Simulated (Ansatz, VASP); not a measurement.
## Two plane-wave programs on CaO

Contents of INCAR:

```
SYSTEM = CaO
  PREC = Accurate
  ENCUT = 600
  EDIFF = 1E-6
  ISMEAR = 0
  SIGMA = 0.02
  LREAL = .False.
  LASPH = .True.
  NELM = 100
  ALGO = Normal
  ISIF = 3
  LWAVE = .False.
  LCHARG = .False.
  GGA = PE
  IBRION = 2
  NSW = 100
  EDIFFG = -0.01
```

The input KPOINTS:

```
Automatic mesh
0
Gamma
  8 8 8
  0 0 0
```

File POSCAR:

```
CaO
1.0
    0.0000000000      2.4170876675      2.4170876675
    2.4170876675      0.0000000000      2.4170876675
    2.4170876675      2.4170876675      0.0000000000
Ca O
1 1
Direct
    0.0000000000      0.0000000000      0.0000000000
    0.5000000000      0.5000000000      0.5000000000
```

Input for Ansatz:

```yaml
crystal:
  lattice:
    - [0.0, 2.4170876675, 2.4170876675]
    - [2.4170876675, 0.0, 2.4170876675]
    - [2.4170876675, 2.4170876675, 0.0]
  atoms:
    - { symbol: Ca, position: [0.0, 0.0, 0.0] }
    - { symbol: O, position: [0.5, 0.5, 0.5] }
basis:
  ecutwfc: 420
kpoints:
  mp_grid: { grid: [8, 8, 8] }
hamiltonian:
  xc: pbe
scf:
  occupations: { method: gaussian, width: 0.02 }
output:
  forces: true
  stress: true
  eigenvalues: true
relax:
  adjacent_minimum: "off"
  f_tol: 0.01
  max_steps: 80
  cell: { stress_tol: 0.05 }
```

Change from the starting cell: species swapped into the SnP type (I4mm, No. 107).

Alike in both runs: task relaxation of cell and atoms; functional PBE; k mesh 8 × 8 × 8; occupations gaussian, width 0.02 eV; no spin polarisation.

|  | VASP | Ansatz |
| --- | --- | --- |
| version | VASP 6.6.1 | Ansatz 0.2.0 |
| potentials or method | VASP PAW PBE potentials, release 64 (Ca_sv, O) | scalar-relativistic, plane waves, PAW |
| plane-wave cutoff (eV) | 600 | 420 |
| valence electrons in the cell | 16 | 16 |

|  | VASP | Ansatz | Ansatz less VASP |
| --- | --- | --- | --- |
| gap on the k mesh at the Fermi level, each at its own relaxed structure (eV) | 3.64 | 3.66 | +0.015 |
| relaxed volume (Å³/atom) | 14.16 | 14.09 | -0.067 |
| relaxed cell length with the largest relative difference (Å) | 3.421 | 3.416 | -0.0054 |

A k mesh can miss the band edges.
